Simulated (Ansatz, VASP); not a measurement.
**SnO: VASP beside Ansatz**

```xyz
4
Lattice="3.7986 0.0000 0.0000 0.0000 3.7986 0.0000 0.0000 0.0000 4.8408" Properties=species:S:1:pos:R:3 pbc="T T T"
Sn    1.8993    0.0000    1.1468
Sn    0.0000    1.8993    3.6940
O     0.0000    0.0000    0.0000
O     1.8993    1.8993    0.0000
```

Alike in both runs: task single point; functional r2SCAN; k mesh 6 × 6 × 4; occupations gaussian, width 0.1 eV; no spin polarisation.

|  | VASP | Ansatz |
| --- | --- | --- |
| version | VASP 6.6.1 | Ansatz 0.2.0 |
| potentials or method | VASP PAW PBE potentials, release 64 (Sn_d, O) | scalar-relativistic, plane waves, PAW |
| plane-wave cutoff (eV) | 520 | 500 |
| valence electrons in the cell | 40 | 40 |

```csv
,VASP,Ansatz,Ansatz less VASP
gap on the k mesh at the Fermi level (eV),0.18,0.18,-0.009
least direct gap on the mesh (eV),2.31,2.33,+0.014
pressure (GPa),1.3,0.7,-0.60
largest component of the traceless stress (GPa),0.08,0.04,-0.044
rms of the force components (eV/Å),0.061,0.000,-0.0605
```

Atom by atom the forces differ by 0.061 eV/Å (rms over components).

Caveats: the PAW data sets were made with another functional, which shifts forces and pressure a little (VASP); spin-orbit coupling is left out, which moves the levels of the heavy elements.
